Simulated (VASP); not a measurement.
Wanted: the native input for a VASP 6.6.1 run.

```
Task                   : relaxation of cell and atoms
Functional             : PBEsol
Potentials or basis    : VASP PAW PBE potentials, release 64 (Sn_d)
Cutoff                 : 600 eV
k mesh                 : 12 × 12 × 12
Occupations            : gaussian, width 0.03 eV
Spin                   : no spin polarisation
Further INCAR settings : ALGO = Normal; EDIFF = 1e-06; IBRION = 2; EDIFFG = -0.01; NSW = 90; ISIF = 3
```

The structure of Sn lies in POSCAR:

```
Sn
1.0
   -2.9196440750      2.9196440750      1.5938000000
    2.9196440750     -2.9196440750      1.5938000000
    2.9196440750      2.9196440750     -1.5938000000
Sn
2
Direct
    0.0000000000      0.0000000000      0.0000000000
    0.7500000000      0.2500000000      0.5000000000
```

One way to write it, as run:

INCAR

```
PREC     = Accurate       # precision mode
ENCUT    = 600            # plane-wave cutoff, eV
EDIFF    = 1E-6           # SCF threshold, eV
ISMEAR   = 0              # smearing method
SIGMA    = 0.03           # smearing width, eV
LREAL    = False          # projectors in reciprocal space
LASPH    = True           # aspherical terms in the spheres
NELM     = 80             # most SCF steps
ALGO     = Normal         # electronic algorithm
ISIF     = 3              # what is computed and relaxed
LWAVE    = False          # write WAVECAR
LCHARG   = False          # write CHGCAR
GGA      = PS             # functional
IBRION   = 2              # ionic algorithm
NSW      = 90             # ionic steps
EDIFFG   = -0.01          # ionic threshold
```

KPOINTS

```
regular mesh
0
Gamma
  12 12 12
```

Potentials or basis: VASP PAW PBE potentials, release 64 (Sn_d).

The run is started by

```console
$ cat potpaw_PBE.64/Sn_d/POTCAR > POTCAR
$ mpirun -np 1 vasp_std > vasp.out
```

Results of the run:

```
Relaxed volume                         : 26.85 Å³/atom
Relaxed cell                           : a = 4.413 Å, b = 4.413 Å, c = 4.413 Å, α = 97.37°, β = 97.37°, γ = 138.01°
Space group after relaxing (to 0.05 Å) : I4_1/amd (No. 141)
Energy gained by relaxing              : 0.8 meV/atom
Ionic steps                            : 6
Pressure after relaxing                : 0.0 GPa
Band gap on the k mesh                 : none (metal or under the smearing width)
```

Caveat: the PAW data sets were made with another functional, which shifts forces and pressure a little.

Run time: 3.2 min on 1 thread of Intel(R) Xeon(R) 6975P-C (Granite Rapids), with other jobs on the host, peak memory 0.33 GiB.
